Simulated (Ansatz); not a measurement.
Runs of Ansatz 0.2.0 on AlCo3. It takes space group Pm-3m (No. 221, cubic). The conventional cell has a = 3.575 Å, b = 3.575 Å, c = 3.575 Å, α = 90.00°, β = 90.00°, γ = 90.00°. Co (site symmetry 4/mmm) has 8 Co at 2.53 Å and 4 Al at 2.53 Å as nearest neighbours. Around Al (site symmetry m-3m) lie 12 Co at 2.53 Å. The cell comes from a database or a generator and needn't be the stable form of this composition.

```tsv
task	level	k mesh	cutoff (eV)	points for each segment of the path	mesh quality	gap on the mesh (eV)	pressure (GPa)	moment (μB)	V0 of scaled cells (Å³/atom)	B0 (GPa)
band structure	LDA	4 × 4 × 4	420	14	coarse	none	(c)	3.66	-	-
band structure	PBEsol	4 × 4 × 4	420	14	coarse	none	-7.6	3.76	-	-
equation of state	r2SCAN	8 × 8 × 8	500	-	not flagged	-	-	-	(a)	160
equation of state	PBEsol	8 × 8 × 8	420	-	not flagged	-	-	-	(b)	209
band structure	r2SCAN	4 × 4 × 4	500	14	coarse	none	1.4	4.58	-	-
single point	PBEsol	8 × 8 × 8	420	-	not flagged	none	-7.4	3.86	-	-
phonons	PBEsol	6 × 6 × 6	420	-	not flagged	none	-	3.81	-	-
```

Alike in all rows: potentials or basis Ansatz PAW; spin collinear, ferromagnetic start; cell as given; smearing fermi-dirac 0.05 eV.

Task: Fill in the values left out.

Result: (a) 11.53; (b) 10.99; (c) -14.3.

Caveats: some runs use coarse meshes; the PAW data sets come from PBE, with cores solved anew for the run's functional, which leaves a small shift of forces and pressure; the magnetic or orbital state may not be the lowest (some runs).

A k mesh can miss the band edges.

A gap of «none» marks a metal or a gap under the smearing width.

Not every run made on this cell is shown here.
